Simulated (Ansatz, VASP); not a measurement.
**Cross-check of C (C (Fd-3m)) between VASP and Ansatz**

One calculation is typed for both programs; each brings its own data sets. How far apart do they land? The cell is taken from a series of runs on this material, whose earlier steps may have relaxed, scaled, displaced or heated it; both programs get it as it stands.

Calculated with Ansatz 0.2.0; plane waves, with VASP 6.6.1 beside it; single point at PBE.

### Step 1. The starting structure

It takes space group Fd-3m (No. 227, cubic). Conventional cell: a = 3.572 Å, b = 3.572 Å, c = 3.572 Å, α = 90.00°, β = 90.00°, γ = 90.00°. Nearest to C lie 4 C at 1.55 Å.

### Step 2. VASP: single point, PBE

A single point gives forces, pressure and levels at one fixed geometry, so differences don't come from the geometry; what else differs is listed under the comparison.

Lines of VASP's logs that name or quote its potential files are left out, and so is its time.

File INCAR:

```
SYSTEM = C
PREC = Accurate
ENCUT = 520
EDIFF = 1E-06
NELM = 120
ISMEAR = -1
SIGMA = 0.01
LREAL = .FALSE.
ALGO = Normal
GGA = PE
NBANDS = 24
LORBIT = 11
LWAVE = .FALSE.
LCHARG = .FALSE.
ISIF = 2
LASPH = .TRUE.
GGA_COMPAT = .FALSE.
EFERMI = MIDGAP
KPAR = 4
```

File POSCAR:

```
C
1.0
    3.5715623600      0.0000000000      0.0000000000
    0.0000000000      3.5715623600      0.0000000000
    0.0000000000      0.0000000000      3.5715623600
C
8
Direct
    1.0000000000      1.0000000000      1.0000000000
    1.0000000000      0.5000000000      0.5000000000
    0.5000000000      1.0000000000      0.5000000000
    0.5000000000      0.5000000000      1.0000000000
    0.2500000000      0.2500000000      0.2500000000
    0.2500000000      0.7500000000      0.7500000000
    0.7500000000      0.2500000000      0.7500000000
    0.7500000000      0.7500000000      0.2500000000
```

File KPOINTS:

```
Automatic mesh
0
Gamma
2 2 2
0 0 0
```

PAW data sets: C (PBE family, release 64).

Launch:

```sh
$ mpirun -np 8 vasp_std
```

Numbers of over 12 decimals in the logs are rounded to 6 here.

The program printed:

```text
[banner, memory and clock lines left out]
running    8 mpi-ranks, on    1 nodes
 distrk:  each k-point on    2 cores,    4 groups
 distr:  one band on    1 cores,    2 groups

 POSCAR found type information on POSCAR C
 POSCAR found :  1 types and       8 ions
|                                                                             |
|           W    W    AA    RRRRR   N    N  II  N    N   GGGG   !!!           |
|           W    W   A  A   R    R  NN   N  II  NN   N  G    G  !!!           |
|           W    W  A    A  R    R  N N  N  II  N N  N  G       !!!           |
|           W WW W  AAAAAA  RRRRR   N  N N  II  N  N N  G  GGG   !            |
|           WW  WW  A    A  R   R   N   NN  II  N   NN  G    G                |
|           W    W  A    A  R    R  N    N  II  N    N   GGGG   !!!           |
|                                                                             |
|     For optimal performance we recommend to set                             |
|       NCORE = 2 up to number-of-cores-per-socket                            |
|     NCORE specifies how many cores store one orbital (NPAR=cpu/NCORE).      |
|     This setting can greatly improve the performance of VASP for DFT.       |
|     The default, NCORE=1 might be grossly inefficient on modern             |
|     multi-core architectures or massively parallel machines. Do your        |
|     Unfortunately you need to use the default for GW and RPA                |
|     calculations (for HF NCORE is supported but not extensively tested      |
|     yet).                                                                   |
|                                                                             |

 LDA part: xc-table for (Slater+PW92), standard interpolation
 POSCAR, INCAR and KPOINTS ok, starting setup
 FFT: planning ... GRIDC
 FFT: planning ... GRID_SOFT
 FFT: planning ... GRID
 WAVECAR not read
 entering main loop
       N       E                     dE             d eps       ncg     rms          rms(c)
DAV:   1     0.784730037056E+02    0.78473E+02   -0.17515E+04   192   0.133E+03
DAV:   2    -0.694293803137E+02   -0.14790E+03   -0.13979E+03   272   0.236E+02
DAV:   3    -0.745872055648E+02   -0.51578E+01   -0.51279E+01   224   0.404E+01
DAV:   4    -0.746728952527E+02   -0.85690E-01   -0.85585E-01   264   0.464E+00
DAV:   5    -0.746745956236E+02   -0.17004E-02   -0.17002E-02   216   0.626E-01    0.112E+01
DAV:   6    -0.726836492590E+02    0.19909E+01   -0.13289E+00   240   0.655E+00    0.674E+00
DAV:   7    -0.720050709796E+02    0.67858E+00   -0.15718E+00   208   0.733E+00    0.152E+00
DAV:   8    -0.720127698746E+02   -0.76989E-02   -0.38997E-02   248   0.103E+00    0.849E-02
DAV:   9    -0.720129156531E+02   -0.14578E-03   -0.53045E-04   232   0.141E-01    0.375E-02
DAV:  10    -0.720130090840E+02   -0.93431E-04   -0.88953E-05   232   0.709E-02    0.335E-03
DAV:  11    -0.720130085768E+02    0.50713E-06   -0.11171E-06   184   0.653E-03
   1 F= -.72013009E+02 E0= -.72013009E+02  d E =0.000000E+00
```

OUTCAR, selected parts (step 2):

```text
ion  position               nearest neighbor table
   1  0.000  0.000  0.000-   5 1.55   6 1.55   7 1.55   8 1.55
   2  0.000  0.500  0.500-   5 1.55   6 1.55   7 1.55   8 1.55
   3  0.500  0.000  0.500-   5 1.55   6 1.55   7 1.55   8 1.55
   4  0.500  0.500  0.000-   5 1.55   6 1.55   7 1.55   8 1.55
   5  0.250  0.250  0.250-   1 1.55   2 1.55   3 1.55   4 1.55
   6  0.250  0.750  0.750-   1 1.55   2 1.55   3 1.55   4 1.55
   7  0.750  0.250  0.750-   1 1.55   2 1.55   3 1.55   4 1.55
   8  0.750  0.750  0.250-   1 1.55   2 1.55   3 1.55   4 1.55

  LATTYP: Found a simple cubic cell.
 ALAT       =     3.5715623600

 Subroutine GETGRP returns: Found 48 space group operations
 (whereof 24 operations were pure point group operations)

The static configuration has the point symmetry T_d .
 The point group associated with its full space group is O_h .

 Found      4 irreducible k-points:

   k-points           NKPTS =      4   k-points in BZ     NKDIM =      4   number of bands    NBANDS=     24

   dimension x,y,z NGX =    28 NGY =   28 NGZ =   28
   dimension x,y,z NGXF=    56 NGYF=   56 NGZF=   56

   ENCUT  =  520.0 eV  38.22 Ry    6.18 a.u.   6.64  6.64  6.64*2*pi/ulx,y,z

   NELECT =      32.0000    total number of electrons

 k-points in reciprocal lattice and weights: Automatic mesh
   0.00000000  0.00000000  0.00000000       0.125
   0.50000000  0.00000000  0.00000000       0.375
   0.50000000  0.50000000  0.00000000       0.375
   0.50000000  0.50000000  0.50000000       0.125

 average (electrostatic) potential at core
       1 -45.3633       2 -45.3633       3 -45.3633       4 -45.3633       5 -45.3633
       6 -45.3633       7 -45.3633       8 -45.3633

 E-fermi :  11.9236

 k-point     1 :       0.0000    0.0000    0.0000
  band No.  band energies     occupation
    ...
     12       3.4326      2.00000
     13       3.4326      2.00000
     14       9.7151      2.00000
     15       9.7151      2.00000
     16       9.7151      2.00000
     17      14.4427      0.00000
     18      14.4427      0.00000
     19      14.4427      0.00000
     20      14.4427      0.00000
     21      14.4427      0.00000
    ...

 k-point     2 :       0.5000    0.0000    0.0000
  band No.  band energies     occupation
    ...
     12       5.2011      2.00000
     13       5.6031      2.00000
     14       5.6031      2.00000
     15       5.6031      2.00000
     16       5.6031      2.00000
     17      14.1321      0.00000
     18      14.1321      0.00000
     19      19.9141      0.00000
     20      19.9141      0.00000
     21      20.3034      0.00000
    ...

 k-point     3 :       0.5000    0.5000    0.0000
  band No.  band energies     occupation
    ...
     12       2.1229      2.00000
     13       6.7109      2.00000
     14       6.7109      2.00000
     15       6.7109      2.00000
     16       6.7109      2.00000
     17      17.6086      0.00000
     18      17.6086      0.00000
     19      17.6086      0.00000
     20      17.6086      0.00000
     21      19.6875      0.00000
    ...

  Total        0.8797710      0.8797710      0.8797710     -0.0000000     -0.0000000      0.0000000
  in kB       30.9389473     30.9389473     30.9389473     -0.0000000     -0.0000000      0.0000000
  external PRESSURE =      30.9389473 kB  Pullay stress =       0.0000000 kB

  energy-cutoff  :      520.00
  volume of cell :       45.56
      direct lattice vectors                 reciprocal lattice vectors
     3.571562360  0.000000000  0.000000000     0.279989511  0.000000000  0.000000000
     0.000000000  3.571562360  0.000000000     0.000000000  0.279989511  0.000000000
     0.000000000  0.000000000  3.571562360     0.000000000  0.000000000  0.279989511

 POSITION                                       TOTAL-FORCE (eV/Angst)
 -----------------------------------------------------------------------------------
      0.00000      0.00000      0.00000         0.000000     -0.000000     -0.000000
      0.00000      1.78578      1.78578         0.000000     -0.000000     -0.000000
      1.78578      0.00000      1.78578        -0.000000      0.000000     -0.000000
      1.78578      1.78578      0.00000        -0.000000      0.000000     -0.000000
      0.89289      0.89289      0.89289         0.000000     -0.000000      0.000000
      0.89289      2.67867      2.67867         0.000000     -0.000000      0.000000
      2.67867      0.89289      2.67867        -0.000000      0.000000      0.000000
      2.67867      2.67867      0.89289        -0.000000      0.000000      0.000000
 -----------------------------------------------------------------------------------
    total drift:                                0.000000      0.000000      0.000000

  FREE ENERGIE OF THE ION-ELECTRON SYSTEM (eV)
  ---------------------------------------------------
  free  energy   TOTEN  =       -72.0130085768 eV

  energy  without entropy=      -72.0130085768  energy(sigma->0) =      -72.01300858

 total charge
# of ion       s       p       d       tot
------------------------------------------
    1        0.822   1.757   0.000   2.579
    2        0.822   1.757   0.000   2.579
    3        0.822   1.757   0.000   2.579
    4        0.822   1.757   0.000   2.579
    5        0.822   1.757   0.000   2.579
    6        0.822   1.757   0.000   2.579
    7        0.822   1.757   0.000   2.579
    8        0.822   1.757   0.000   2.579
--------------------------------------------------
tot          6.576  14.052   0.000  20.628

[... 1 further part left out ...]
```

The run ends at a pressure of 3.09 GPa.

### Step 3. Ansatz: single point, PBE

Ansatz runs on its default PAW (the set named soft_2) files.

The same cell, functional, mesh and smearing now go to Ansatz.

File input.yaml:

```yaml
crystal:
  lattice:
    - [3.57156236, 0.0, 0.0]
    - [0.0, 3.57156236, 0.0]
    - [0.0, 0.0, 3.57156236]
  atoms:
    - { symbol: C, position: [0.0, 0.0, 0.0] }
    - { symbol: C, position: [0.0, 0.5, 0.5] }
    - { symbol: C, position: [0.5, 0.0, 0.5] }
    - { symbol: C, position: [0.5, 0.5, 0.0] }
    - { symbol: C, position: [0.25, 0.25, 0.25] }
    - { symbol: C, position: [0.25, 0.75, 0.75] }
    - { symbol: C, position: [0.75, 0.25, 0.75] }
    - { symbol: C, position: [0.75, 0.75, 0.25] }
basis:
  ecutwfc: 420.0
  ecutrho_ratio: 4
  xc_grid: 2
  fft_grid_basis: typed
  precision: f64
kpoints:
  mp_grid: { grid: [2, 2, 2] }
hamiltonian:
  pseudopotentials: { kind: paw }
scf:
  max_iter: 80
  self_checks: high
  occupations: { method: fermi_dirac, width: 0.01 }
checkpoint:
  write: "../host.relax.run"
  compress: false
  write_wavefunctions: true
  write_every: 100000
```

Launch:

```sh
$ ansatz run input.yaml --threads 4 --pin off --max-ram 7536MiB --backend cpu --events-out ev --progress --plain --runs-dir out
```

The program printed:

```text
Engine: ansatz 0.2.0, x86_64-unknown-linux-gnu
Pseudopotentials: kind: paw
Pseudopotential: C, paw, valence charge 4, recommended cutoff 420 eV (normal), C.paw.azcp
Functional definition: PBE
  parameter kappa = 0.804
  parameter beta = 0.066725
  exchange = pbe_x(kappa = kappa, mu = beta*pi^2/3)
  correlation = pbe_c(beta = beta)
Crystal: 8 atoms, lattice volume = 45.559 Å³
Basis set: ecut = 420 eV, 895 PW (Γ), exchange–correlation on 48×48×48 points (8 copies of the dense FFT grid, shifted against one another)
Bands: 24, of which v1, the nominal top of the filled ones, is band 16 counted from 1 (15 counted from 0)
Symmetry: 192 space group operations
Space group: Fd-3m (ITA 227), of the structure as read, at distance tolerance 3.6e-5 Å
k-points: 4 of 8
Non-local potential: C, projectors of the file, l = 0: 2, l = 1: 2, l = 2: 1
PAW form: soft (Blöchl's): semilocal exchange-correlation on the pseudo side does not see the compensation charge
PAW one-centre angular grid: C, 110 points (default); XC on 64 Gauss nodes
Initial density: superposition of atomic densities (neutral atoms: chi_scale 0, normalization atom), corrected by the library's trained network
Initial wavefunctions: pseudopotential atomic-orbital guess
Functional: x = pbe(κ = 0.804, μ = 0.219515), c = pbe(β = 0.066725)
SCF iter   1: F=—  HF=-2005.739240 eV  |F-HF|=—  |Δ(HF+E_count)|=         —  Δρ=4.95e-3  dr2=8.00e-3  ethr=1.77e-3  ⟨swp⟩=5.2  Hψ=450  notcnv=0
preconditioner: auto → Resta (q_TF=auto, 2.572 Å⁻¹)  ε∞=4.2  [insulator: Δε(μ)=4.446 eV  Ē_g=17.327 eV  σ=0.010 eV  W_gap=1.00  n_scr=18 (ndim 8)  ℏωp=31.1 eV  f_vac=0.000  D(μ)=0.00/eV (n_scr^D=0)  ε∞_Penn≈4.2]
SCF iter   2: F=—  HF=-2005.736348 eV  |F-HF|=—  |Δ(HF+E_count)|=   2.89e-3  Δρ=2.69e-3  dr2=2.49e-3  ethr=2.50e-5  ⟨swp⟩=2.2  Hψ=174  notcnv=0  defer=10
SCF iter   3: F=—  HF=-2005.735458 eV  |F-HF|=—  |Δ(HF+E_count)|=   8.90e-4  Δρ=2.52e-4  dr2=9.12e-6  ethr=7.78e-6  ⟨swp⟩=2.2  Hψ=164  notcnv=0  defer=10
SCF iter   4: F=—  HF=-2005.735728 eV  |F-HF|=—  |Δ(HF+E_count)|=   2.70e-4  Δρ=5.15e-5  dr2=1.06e-6  ethr=2.85e-8  ⟨swp⟩=2.2  Hψ=133  notcnv=0  defer=10
iter 5 did not close the SCF: its close was put off for the readings that it lacked (scf_convergence_deferred on its scf_iter line)
SCF iter   5: F=-2005.735728 eV  HF=-2005.735728 eV  |F-HF|=1.33e-8  |Δ(HF+E_count)|=   5.71e-8  Δρ=4.68e-6  dr2=2.65e-9  ethr=3.32e-9  ⟨swp⟩=2.5  Hψ=155  notcnv=0  defer=10
SCF iter   6: F=-2005.735728 eV  HF=-2005.735728 eV  |F-HF|=1.03e-10  |Δ(HF+E_count)|=   1.45e-8  Δρ=3.26e-7  dr2=1.82e-11  ethr=8.29e-12  ⟨swp⟩=3.5  Hψ=332  notcnv=0
SCF 1 converged in 6 iterations: F = -2005.735728 eV  dr2 = 1.82e-11
  greatest PAW one-centre occupation: 0.639 electrons in one spin orbital (limit 2), on the C atom at site 7 (counted from 0), in its partial waves of l = 0
SCF converged after 6 iterations
Free energy (F): -2005.735728 eV
Harris-Foulkes:  -2005.735728 eV  (|F-HF|=1.03e-10)
Internal energy: -2005.735728 eV  (E = F + TS)
E sigma→0 (E₀):  -2005.735728 eV
Fermi energy:    15.495115 eV
--- Per-component energies (eV) ---
  E_band       = 139.082070
  E_kinetic    = 740.187773
  E_local      = -493.719972  (includes V_loc(G=0)·N_el)
  E_nonlocal   = 212.796231
  E_hartree    = 108.456306
  E_xc         = -389.393286
  E_vxc        = -483.381991  (∫ρ·V_xc dr)
  E_paw        = -794.096686  (= ΣΔE_a)
  E_vpaw       = -53.712635  (= ΣTr[D̂ρ^β])
  E_aug_tail   = 0.000074  (compensation charges beyond the density's cutoff)
  E_ewald      = -1389.966170
  E_smearing   = -0.000000  (= −TS)
  E_closure    = -0.000000  (closes the sum)
  Σ components = -2005.735728   (vs F -2005.735728, Δ=0.00e0)
--- Band table (eV) ---
  k-point 0: bands = [... 12 lower, 6.9955, 13.2871, 13.2871, 13.2871, 18.0230, 18.0230, 18.0230, 18.0230, ... 4 higher]
  k-point 1: bands = [... 12 lower, 9.1708, 9.1708, 9.1708, 9.1708, 17.7101, 17.7101, 23.4767, 23.4767, ... 4 higher]
  k-point 2: bands = [... 12 lower, 10.2775, 10.2775, 10.2775, 10.2775, 21.1826, 21.1826, 21.1826, 21.1826, ... 4 higher]
  k-point 3: bands = [... 12 lower, 10.4865, 10.4865, 10.4865, 10.4865, 21.7246, 21.7246, 21.7246, 21.7246, ... 4 higher]
```

In the SCF lines HF is the Harris–Foulkes energy and dr2 the Hartree energy of the density residual, in eV; the loop may stop once dr2 is under the threshold and the program's other checks hold. Hψ counts applications of the Hamiltonian.

### Step 4. Side by side

Known differences besides the potentials themselves: the cutoff is 420 eV in Ansatz and 520 eV in VASP. Total energies have different zeros and are not compared.

The two programs side by side:

```csv
quantity,Ansatz,VASP,difference
gap on the k mesh (eV),4.423,4.417,+0.006
```

A gap on the mesh is an upper bound, since the band edges may lie between its points.

### Step 5. Outcome

```
difference in gap on the k mesh (single point, PBE) : 0.0060 eV
```

What this shows: The difference in gap on the k mesh is 0.0060 eV (single point, PBE), within the 0.08 eV picked in this series as the mark of a large difference. How closely two codes agree says nothing of how well the functional describes the real material.

[Lines on the potential files, build, host, timing and source positions are cut from VASP's logs without a mark.]

[Logs are printed without paths, hosts, clocks, repeated set-up lines and the standing remarks that a program may print on its own settings, such as how far it seeks lower states.]

[Hosts, paths, dates, database ids (printed as entryN), source tags and the programs' standing remarks are cut or masked in the printed files.]
